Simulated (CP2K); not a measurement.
**Ge under changes of volume**

One of the cells (22.639 Å³/atom); the others are scaled copies at fixed shape and fractional positions:

```
CELL_PARAMETERS angstrom
4.00068 0.00000 0.00000
2.00034 3.46469 0.00000
2.00034 1.15490 3.26654
ATOMIC_POSITIONS crystal
Ge 0.75000 0.75000 0.75000
Ge 0.50000 0.50000 0.50000
```

| Quantity | Value |
| --- | --- |
| Program | CP2K 2026.2 |
| Functional | r2SCAN |
| Potentials or basis | POTENTIAL_UZH Ge GTH-SCAN-q4; TZVP-MOLOPT-SCAN-GTH basis |
| Density cutoff | 9184 eV |
| k mesh | 8 × 8 × 8 |
| Occupations | fermi-dirac, width 0.05 eV |
| Spin | no spin polarisation |

```csv
volume (Å³/atom),energy over the lowest point (meV/atom),pressure (GPa),gap on the mesh (eV)
21.281,1.94,1.5,0.71
21.733,0.00,-0.1,0.64
22.186,?,?,?
22.639,9.20,-3.0,0.48
23.092,19.39,-4.2,0.28
23.545,32.71,-5.2,0.08
23.997,48.62,-6.1,none
```

Task: What does the run at 22.186 Å³/atom give?

Result: Energy over the lowest point 2.59 meV/atom; pressure -1.7 GPa; gap on the mesh 0.56 eV.

Worked out: A Birch-Murnaghan fit of order 3 (a polynomial in V^(-2/3)) to the other rows has its minimum at 21.69 Å³/atom with B0 = V·E''(V) = 79 GPa and B' = 5.2. It gives 2.59 meV/atom at 22.186 Å³/atom, against the run's 2.59, and -dE/dV = -1.7 GPa, against -1.7.

Energies are extrapolated to zero smearing.

Caveats: the basis of atomic orbitals isn't converged, which shifts pressures, moduli and gaps.

A mesh can miss the band edges. Spin-orbit coupling on Ge is left out.

A gap of «none» marks a metal or a gap under the smearing width.
